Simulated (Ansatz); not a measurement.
**CuAu: from a trial structure to a relaxed crystal**

Level of theory: Ansatz 0.2.0, DFT PBE, scalar-relativistic, plane waves, PAW. Cutoff 420 eV, Γ-centred k mesh, Gaussian smearing, no spin polarisation in the final step.

The start puts CuAu on the nickel arsenide structure type (P6_3/mmc, No. 194), with Cu in place of Ni, Au in place of As, at a guessed volume.

```xyz
4
Lattice="3.5996 0.0000 0.0000 -1.7998 3.1173 0.0000 0.0000 0.0000 5.1422" Properties=species:S:1:pos:R:3 pbc="T T T"
Cu    0.0000    0.0000    0.0000
Cu    0.0000    0.0000    2.5711
Au    0.0000    2.0782    1.2856
Au    1.7998    1.0391    3.8567
```

Cell and atoms relax at zero pressure; the relaxation can't lower the symmetry of the start. After a coarse first stage the cell is made exact in the group found at 0.06 Å.

Energies over the elements count from the elements' standard structures at the same level, with no empirical corrections.

(1) Describe the relaxed structure.

(2) What are its volume, energy, density and gap?

Results:

(1) It keeps P6_3/mmc (No. 194). The result has the nickel arsenide (Cu on Ni sites) structure. Conventional cell: a = 3.970 Å, c = 4.949 Å. Cu is coordinated by 2 Cu at 2.47 Å and 6 Au at 2.60 Å; Au is coordinated by 6 Cu at 2.60 Å.

```cif
data_structure
_symmetry_space_group_name_H-M 'P6_3/mmc'
_symmetry_Int_Tables_number 194
_cell_length_a 3.9702
_cell_length_b 3.9702
_cell_length_c 4.9486
_cell_angle_alpha 90.000
_cell_angle_beta 90.000
_cell_angle_gamma 120.000
_cell_volume 67.55
loop_
_atom_site_label
_atom_site_type_symbol
_atom_site_symmetry_multiplicity
_atom_site_Wyckoff_symbol
_atom_site_fract_x
_atom_site_fract_y
_atom_site_fract_z
_atom_site_occupancy
Cu1 Cu 2 a 0.00000 0.00000 0.00000 1
Au1 Au 2 c 0.33333 0.66667 0.25000 1
```

(2) The volume per atom is 16.89 Å³ and the density is 12.81 g/cm³. The energy over the elements is 0.17 eV/atom and the gap on the 12×12×10 mesh is 0 eV (a metal).

The final run used a 12×12×10 mesh on its 4-atom cell and 0.10 eV smearing. The k mesh leaves about 4 meV/atom of noise in metals. Spin–orbit coupling is left out. Symmetry constrained the relaxation, so the result can be a saddle point.

Cost: 3 runs of about 2 core-minutes in all, on Arm Neoverse V2 (shared hosts).